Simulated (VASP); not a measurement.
# TlBr (Pm-3m) in VASP: further runs, part 2 of 2

VASP 6.6.1. Earlier steps stand in the parts before.

## Step 3: Relaxation of cell and atoms, PBE

This run uses another cell than the first one, of 31.46 Å³/atom, 0.946 times its volume.

File INCAR:

```
PREC = Accurate ; ENCUT = 600
EDIFF = 1E-6 ; ISMEAR = -1
SIGMA = 0.1 ; LREAL = False
LASPH = True ; NELM = 100
ALGO = Fast ; ISIF = 3
LWAVE = False ; LCHARG = False
GGA = PE ; IBRION = 2
NSW = 60 ; EDIFFG = -0.01
```

File KPOINTS:

```
regular mesh
0
Gamma
  5 5 5
```

File POSCAR:

```
TlBr
1.0
    3.9775180000      0.0000000000      0.0000000000
    0.0000000000      3.9775180000      0.0000000000
    0.0000000000      0.0000000000      3.9775180000
Tl Br
1 1
Direct
    0.0000000000      0.0000000000      0.0000000000
    0.5000000000      0.5000000000      0.5000000000
```

Potentials or basis: VASP PAW PBE potentials, release 64 (Tl_d, Br).

Command:

```bash
$ cat potpaw_PBE.64/Tl_d/POTCAR potpaw_PBE.64/Br/POTCAR > POTCAR
$ mpirun -np 1 vasp_std > vasp.out
```

OUTCAR:

```text
PREC = Accurate
   ENCUT = 600
   EDIFF = 1E-6
   ISMEAR = -1
   LREAL = False
   LASPH = True
   NELM = 100
   ISIF = 3
   GGA = PE
   IBRION = 2
   NSW = 60
   EDIFFG = -0.01

 ion  position               nearest neighbor table
   1  0.000  0.000  0.000-   2 3.44   2 3.44   2 3.44   2 3.44   2 3.44   2 3.44   2 3.44   2 3.44

   2  0.500  0.500  0.500-   1 3.44   1 3.44   1 3.44   1 3.44   1 3.44   1 3.44   1 3.44   1 3.44

  LATTYP: Found a simple cubic cell.
 ALAT       =     3.9775180000

  Lattice vectors:

 A1 = (   3.9775180000,   0.0000000000,   0.0000000000)
 A2 = (   0.0000000000,   3.9775180000,   0.0000000000)
 A3 = (   0.0000000000,   0.0000000000,   3.9775180000)

Analysis of symmetry for initial positions (statically):
=====================================================================
 Subroutine PRICEL returns:
 Original cell was already a primitive cell.

 Routine SETGRP: Setting up the symmetry group for a
 simple cubic supercell.

 Subroutine GETGRP returns: Found 48 space group operations
 (whereof 48 operations were pure point group operations)
 out of a pool of 48 trial point group operations.

The static configuration has the point symmetry O_h .

Analysis of symmetry for dynamics (positions and initial velocities):
=====================================================================
 Subroutine PRICEL returns:
 Original cell was already a primitive cell.

 Routine SETGRP: Setting up the symmetry group for a
 simple cubic supercell.

 Subroutine GETGRP returns: Found 48 space group operations
 (whereof 48 operations were pure point group operations)
 out of a pool of 48 trial point group operations.

The dynamic configuration has the point symmetry O_h .

 Subroutine INISYM returns: Found 48 space group operations
 (whereof 48 operations are pure point group operations),
 and found     1 'primitive' translations

----------------------------------------------------------------------------------------

                                     Primitive cell

  volume of cell :      62.9269

  direct lattice vectors                    reciprocal lattice vectors
     3.977518000  0.000000000  0.000000000     0.251413067  0.000000000  0.000000000
     0.000000000  3.977518000  0.000000000     0.000000000  0.251413067  0.000000000
     0.000000000  0.000000000  3.977518000     0.000000000  0.000000000  0.251413067

  length of vectors
     3.977518000  3.977518000  3.977518000     0.251413067  0.251413067  0.251413067

  position of ions in fractional coordinates (direct lattice)
     0.000000000  0.000000000  0.000000000
     0.500000000  0.500000000  0.500000000

  ion indices of the primitive-cell ions
   primitive index   ion index
                 1           1
                 2           2

----------------------------------------------------------------------------------------

 KPOINTS: regular mesh

Automatic generation of k-mesh.
 Grid dimensions read from file:
 generate k-points for:    5    5    5

 Generating k-lattice:

  Cartesian coordinates                     Fractional coordinates (reciprocal lattice)
     0.050282613  0.000000000  0.000000000     0.200000000  0.000000000  0.000000000
     0.000000000  0.050282613  0.000000000     0.000000000  0.200000000  0.000000000
     0.000000000  0.000000000  0.050282613     0.000000000  0.000000000  0.200000000

  Length of vectors
     0.050282613  0.050282613  0.050282613

  Shift w.r.t. Gamma in fractional coordinates (k-lattice)
     0.000000000  0.000000000  0.000000000

 Subroutine IBZKPT returns following result:
 ===========================================

 Found     10 irreducible k-points:

 Following reciprocal coordinates:
            Coordinates               Weight
  0.000000  0.000000  0.000000      1.000000
  0.200000  0.000000  0.000000      6.000000
  0.400000  0.000000  0.000000      6.000000
  0.200000  0.200000  0.000000     12.000000
  0.400000  0.200000  0.000000     24.000000
  0.400000  0.400000  0.000000     12.000000
  0.200000  0.200000  0.200000      8.000000
  0.400000  0.200000  0.200000     24.000000
  0.400000  0.400000  0.200000     24.000000
  0.400000  0.400000  0.400000      8.000000
   k-points           NKPTS =     10   k-points in BZ     NKDIM =     10   number of bands    NBANDS=     14
   number of dos      NEDOS =    301   number of ions     NIONS =      2
   total plane-waves  NPLWV =  32768
   dimension x,y,z NGX =    32 NGY =   32 NGZ =   32
   dimension x,y,z NGXF=    64 NGYF=   64 NGZF=   64
   ions per type =               1   1
   NGX,Y,Z   is equivalent  to a cutoff of  13.37, 13.37, 13.37 a.u.
   NGXF,Y,Z  is equivalent  to a cutoff of  26.75, 26.75, 26.75 a.u.
 SYSTEM =  unknown system
   PREC   = accura    normal or accurate (medium, high low for compatibility)
   ISTART =      0    job   : 0-new  1-cont  2-samecut
   ICHARG =      2    charge: 1-file 2-atom 10-const
   ISPIN  =      1    spin polarized calculation?
   LNONCOLLINEAR =      F non collinear calculations
   LSORBIT =      F    spin-orbit coupling
   LASPH  =      T    aspherical Exc in radial PAW
   ENCUT  =  600.0 eV  44.10 Ry    6.64 a.u.   7.94  7.94  7.94*2*pi/ulx,y,z
   NELM   =    100;   NELMIN=  2; NELMDL= -5     # of ELM steps
   EDIFF  = 0.1E-05   stopping-criterion for ELM
   LREAL  =      F    real-space projection
   EDIFFG = -.1E-01   stopping-criterion for IOM
   NSW    =     60    number of steps for IOM
   IBRION =      2    ionic relax: 0-MD 1-quasi-New 2-CG
   NFREE  =      1    steps in history (QN), initial steepest desc. (CG)
   ISIF   =      3    stress and relaxation
   ISYM   =      2    0-nonsym 1-usesym 2-fastsym
   POTIM  = 0.5000    time-step for ionic-motion
   TEBEG  =    0.0;   TEEND  =   0.0 temperature during run
   PSTRESS=    0.0 pullay stress
   NELECT =      20.0000    total number of electrons
   NUPDOWN=      -1.0000    fix difference up-down
   EMIN   =  10.00;   EMAX   =-10.00  energy-range for DOS
   EFERMI =   0.00;   METHOD = LEGACY
   ISMEAR =    -1;   SIGMA  =   0.10  broadening in eV -4-tet -1-fermi 0-gaus
   EFERMI_NEDOS =   21; number of points for ismear=-14 and -15
   IALGO  =     68    algorithm
   IMIX   =      4    mixing-type and parameters
     AMIX     =   0.40;   BMIX     =  1.00
     AMIX_MAG =   1.60;   BMIX_MAG =  1.00
  volume/ion in A,a.u.               =      31.46       212.33
  Fermi-wavevector in a.u.,A,eV,Ry     =   1.117222  2.111243 16.982577  1.248184
  Thomas-Fermi vector in A             =   2.253843
   LORBIT       =      0    0 simple, 1 ext, 2 COOP (PROOUT), +10 PAW based schemes
   GGA     = PE    functional components
   LHFCALC =     F    Hartree Fock is set to
   AEXX    =    0.0000 exact exchange contribution
   IVDW    =     0    specifies the selected vdW correction
   LEPSILON=     F    determine dielectric tensor
   LRPA    =     F    only Hartree local field effects (RPA)
 conjugate gradient relaxation of ions
 non-spin polarized calculation
 RMM-DIIS sequential band-by-band and
  energy-cutoff  :      600.00
  volume of cell :       62.93
 maximum number of plane-waves:      2121
 NGX is ok and might be reduce to    32
   NGX = 15   NGY = 15   NGZ = 15

--------------------------------------- Ionic step        1  -------------------------------------------

 number of electron      20.0000000 magnetization

 Free energy of the ion-electron system (eV)
  ---------------------------------------------------
  ext. energy  EPLUGINS =         0.00000000
  ---------------------------------------------------
  free energy    TOTEN  =        -5.53166912 eV

  energy without entropy =       -5.53166805  energy(sigma->0) =       -5.53166859

------------------------ aborting loop because EDIFF is reached ----------------------------------------

  FORCE on cell =-STRESS in cart. coord.  units (eV):
  Direction    XX          YY          ZZ          XY          YZ          ZX
  --------------------------------------------------------------------------------------
  -------------------------------------------------------------------------------------
  Total        0.4929202      0.4929202      0.4929202      0.0000000     -0.0000000      0.0000000
  in kB       12.5502027     12.5502027     12.5502027      0.0000000     -0.0000000      0.0000000
  external PRESSURE =      12.5502027 kB  Pullay stress =       0.0000000 kB
[... 57 lines left out ...]
  energy  without entropy=       -5.5432811290  energy(sigma->0) =       -5.54328162

--------------------------------------- Ionic step        3  -------------------------------------------

 number of electron      20.0000003 magnetization

 Free energy of the ion-electron system (eV)
  ---------------------------------------------------
  ext. energy  EPLUGINS =         0.00000000
  ---------------------------------------------------
  free energy    TOTEN  =        -5.54487239 eV

  energy without entropy =       -5.54487143  energy(sigma->0) =       -5.54487191

 E-fermi :   3.0268     XC(G=0):  -8.7325

 val. band max:        1.6586250142   @ k =   0.2000   0.2000   0.2000
 cond. band min:       4.2964242959   @ k =   0.4000   0.0000   0.0000
 fundamental gap:      2.6377992817
 Fermi energy:         3.0267778200

 k-point     1 :       0.0000    0.0000    0.0000
  band No.  band energies     occupation
      1     -11.5897      2.00000
      2      -8.1565      2.00000
      3      -8.1565      2.00000
      4      -8.0042      2.00000
      5      -8.0042      2.00000
      6      -8.0042      2.00000
      7      -2.6755      2.00000
      8       0.7680      2.00000
      9       0.7680      2.00000
     10       0.7680      2.00000
     11       8.9149      0.00000
     12       8.9149      0.00000
     13       9.0061      0.00000
     14       9.0061      0.00000
[... 180 lines left out ...]
  FREE ENERGIE OF THE ION-ELECTRON SYSTEM (eV)
  ---------------------------------------------------
  free  energy   TOTEN  =        -5.5448723871 eV

  energy  without entropy=       -5.5448714338  energy(sigma->0) =       -5.54487191

 reached required accuracy - stopping structural energy minimisation
```

OSZICAR:

```text
N       E                     dE             d eps       ncg     rms          rms(c)
DAV:   1     0.105636940835E+03    0.10564E+03   -0.10748E+04   288   0.140E+03
DAV:   2    -0.176190156813E+01   -0.10740E+03   -0.10387E+03   364   0.266E+02
DAV:   3    -0.577638227790E+01   -0.40145E+01   -0.40079E+01   298   0.449E+01
[... 26 lines left out ...]
RMM:   4    -0.554489001288E+01    0.12706E-04   -0.18468E-03   280   0.382E-01    0.413E-02
RMM:   5    -0.554487057547E+01    0.19437E-04   -0.98529E-04   287   0.252E-01    0.280E-02
RMM:   6    -0.554487147055E+01   -0.89507E-06   -0.88603E-05   283   0.861E-02    0.156E-02
RMM:   7    -0.554487295256E+01   -0.14820E-05   -0.13701E-05   252   0.343E-02    0.385E-03
RMM:   8    -0.554487238714E+01    0.56542E-06   -0.34260E-06   167   0.160E-02
   3 F= -.55448724E+01 E0= -.55448719E+01  d E =-.132033E-01
```

CONTCAR:

```text
TlBr
   1.00000000000000
     4.0473212163675623    0.0000000000000000    0.0000000000000000
     0.0000000000000000    4.0473212163675623    0.0000000000000000
     0.0000000000000000   -0.0000000000000000    4.0473212163675623
  Tl              Br
     1     1
Direct
     0.0000000000000000    0.0000000000000000    0.0000000000000000
     0.5000000000000000    0.5000000000000000    0.5000000000000000

  0.00000000E+00  0.00000000E+00  0.00000000E+00
  0.00000000E+00  0.00000000E+00  0.00000000E+00
```

Wall time 15 s (1 thread of Intel Xeon Platinum 8488C (Sapphire Rapids), shared host); peak memory 0.18 GiB.

What came out:

| Quantity | Value |
| --- | --- |
| Free energy | -5.5449 eV |
| Relaxed volume | 33.15 Å³/atom |
| Relaxed cell | a = 4.047 Å, b = 4.047 Å, c = 4.047 Å, α = 90.00°, β = 90.00°, γ = 90.00° |
| Space group after relaxing (to 0.05 Å) | Pm-3m (No. 221) |
| Energy gained by relaxing | 6.6 meV/atom |
| Ionic steps | 3 |
| Pressure after relaxing | 0.0 GPa |
| Band gap on the k mesh | 2.64 eV, indirect (least direct gap 2.68 eV) |

Step by step:
```csv
step,energy change (eV),largest force (eV/Å),pressure (GPa),volume (Å³)
1,0.0000,0.0000,1.26,62.93
2,-0.0116,0.0000,0.39,65.20
3,-0.0132,0.0000,0.04,66.30
```

Final structure:
```
Tl Br
1.0
     4.04732    0.00000    0.00000
     0.00000    4.04732    0.00000
     0.00000    0.00000    4.04732
Tl Br
1 1
Direct
  0.00000 0.00000 0.00000
  0.50000 0.50000 0.50000
```

Levels at points of the mesh, in eV from the valence-band top:
```
           k point  band 8  band 9  band 10  band 11  band 12  band 13
(0.00, 0.00, 0.00)   -0.89   -0.89    -0.89     7.26     7.26     7.35
```

Caveat: spin-orbit coupling is left out, which as a rule narrows the gap of such compounds by several tenths of an eV; an odd mesh through Γ misses points on the zone boundary, where band edges often lie.

## Step 4: Single point, PBE

File INCAR:

```
SYSTEM = TlBr
PREC     = Accurate       ! precision mode
ENCUT    = 520            ! plane-wave cutoff, eV
EDIFF    = 1E-6           ! SCF threshold, eV
ISMEAR   = -1             ! smearing method
SIGMA    = 0.1            ! smearing width, eV
LREAL    = .False.        ! projectors in reciprocal space
LASPH    = .True.         ! aspherical terms in the spheres
NELM     = 100            ! most SCF steps
ALGO     = Fast           ! electronic algorithm
ISIF     = 2              ! what is computed and relaxed
LWAVE    = .False.        ! write WAVECAR
LCHARG   = .False.        ! write CHGCAR
GGA      = PE             ! functional
NBANDS   = 17             ! bands
```

File KPOINTS:

```
Automatic mesh
0
Gamma
  5 5 5
  0 0 0
```

File POSCAR:

```
TlBr
1.0
    4.0518158908      0.0000000000      0.0000000000
    0.0000000000      4.0518158908      0.0000000000
    0.0000000000      0.0000000000      4.0518158908
Tl Br
1 1
Direct
    0.0000000000      0.0000000000      0.0000000000
    0.5000000000      0.5000000000      0.5000000000
```

Command:

```bash
$ cat potpaw_PBE.64/Tl_d/POTCAR potpaw_PBE.64/Br/POTCAR > POTCAR
$ mpirun -np 1 vasp_std > vasp.out
```

Wall time 8.2 s (1 thread of Intel Xeon Platinum 8488C (Sapphire Rapids), shared host); peak memory 0.16 GiB.

Results (log left out):

| Property | Result |
| --- | --- |
| Free energy | -5.5453 eV |
| Pressure | 0.0 GPa |
| Band gap on the k mesh | 2.64 eV, indirect (least direct gap 2.68 eV) |

Levels at points of the mesh, in eV from the valence-band top:
```csv
k point,band 8,band 9,band 10,band 11,band 12,band 13
"(0.00, 0.00, 0.00)",-0.88,-0.88,-0.88,7.24,7.24,7.24
```

Caveat: spin-orbit coupling is left out, which as a rule narrows the gap of such compounds by several tenths of an eV; an odd mesh through Γ misses points on the zone boundary, where band edges often lie. As with any semilocal functional, this PBE gap is likely too small.

## Step 5: Relaxation of cell and atoms, PBE

This run uses another cell than the first one, of 31.46 Å³/atom, 0.946 times its volume.

File INCAR:

```
SYSTEM = TlBr
PREC = Accurate
ENCUT = 600
EDIFF = 1E-6
ISMEAR = -1
SIGMA = 0.1
LREAL = .False.
LASPH = .True.
NELM = 100
ALGO = Fast
ISIF = 3
LWAVE = .False.
LCHARG = .False.
GGA = PE
IBRION = 2
NSW = 60
EDIFFG = -0.01
```

File KPOINTS:

```
regular mesh
0
Gamma
  5 5 5
  0 0 0
```

File POSCAR:

```
TlBr
1.0
    3.9775180000      0.0000000000      0.0000000000
    0.0000000000      3.9775180000      0.0000000000
    0.0000000000      0.0000000000      3.9775180000
Tl Br
1 1
Direct
    0.0000000000      0.0000000000      0.0000000000
    0.5000000000      0.5000000000      0.5000000000
```

Command:

```bash
$ cat potpaw_PBE.64/Tl_d/POTCAR potpaw_PBE.64/Br/POTCAR > POTCAR
$ mpirun -np 1 vasp_std > vasp.out
```

Wall time 14 s (1 thread of Intel Xeon Platinum 8488C (Sapphire Rapids), shared host); peak memory 0.18 GiB.

It converged, with:

- Free energy: -5.5449 eV
- Relaxed volume: 33.15 Å³/atom
- Relaxed cell: a = 4.047 Å, b = 4.047 Å, c = 4.047 Å, α = 90.00°, β = 90.00°, γ = 90.00°
- Space group after relaxing (to 0.05 Å): Pm-3m (No. 221)
- Energy gained by relaxing: 6.6 meV/atom
- Ionic steps: 3
- Pressure after relaxing: 0.0 GPa
- Band gap on the k mesh: 2.64 eV, indirect (least direct gap 2.68 eV)

The path:
```
step  energy change (eV)  largest force (eV/Å)  pressure (GPa)  volume (Å³)
   1              0.0000                0.0000            1.26        62.93
   2             -0.0116                0.0000            0.39        65.20
   3             -0.0132                0.0000            0.04        66.30
```

Final structure:
```
Tl Br
1.0
     4.04732    0.00000    0.00000
     0.00000    4.04732    0.00000
     0.00000    0.00000    4.04732
Tl Br
1 1
Direct
  0.00000 0.00000 0.00000
  0.50000 0.50000 0.50000
```

Levels at points of the mesh, in eV from the valence-band top:
| k point | band 6 | band 7 | band 8 | band 9 | band 10 | band 11 | band 12 | band 13 | band 14 |
| --- | --- | --- | --- | --- | --- | --- | --- | --- | --- |
| (0.00, 0.00, 0.00) | -9.66 | -4.33 | -0.89 | -0.89 | -0.89 | 7.26 | 7.26 | 7.35 | 7.35 |

Caveat: spin-orbit coupling is left out, which as a rule narrows the gap of such compounds by several tenths of an eV; an odd mesh through Γ misses points on the zone boundary, where band edges often lie. Expect the measured gap to be larger: semilocal functionals such as PBE lack the derivative discontinuity.

## Step 6: The runs side by side

| task | cell | cutoff (eV) | gap on the mesh (eV) | pressure (GPa) |
| --- | --- | --- | --- | --- |
| single point | Pm-3m, 33.27 Å³/atom | 520 | 2.64 | 0.0 |
| relaxation of cell and atoms | relaxed | 600 | 2.64 | 0.0 |
| single point | Pm-3m, 33.26 Å³/atom | 520 | 2.64 | 0.0 |

Alike in all rows: level PBE; potentials or basis VASP PAW PBE potentials, release 64 (Tl_d, Br); no spin polarisation; k mesh 5 × 5 × 5; smearing fermi-dirac 0.1 eV.

Caveats: spin-orbit coupling is left out, which as a rule narrows the gap of such compounds by several tenths of an eV; an odd mesh through Γ misses points on the zone boundary, where band edges often lie.

Total energies depend on the potentials used, so only differences within one code and one set of settings carry meaning.
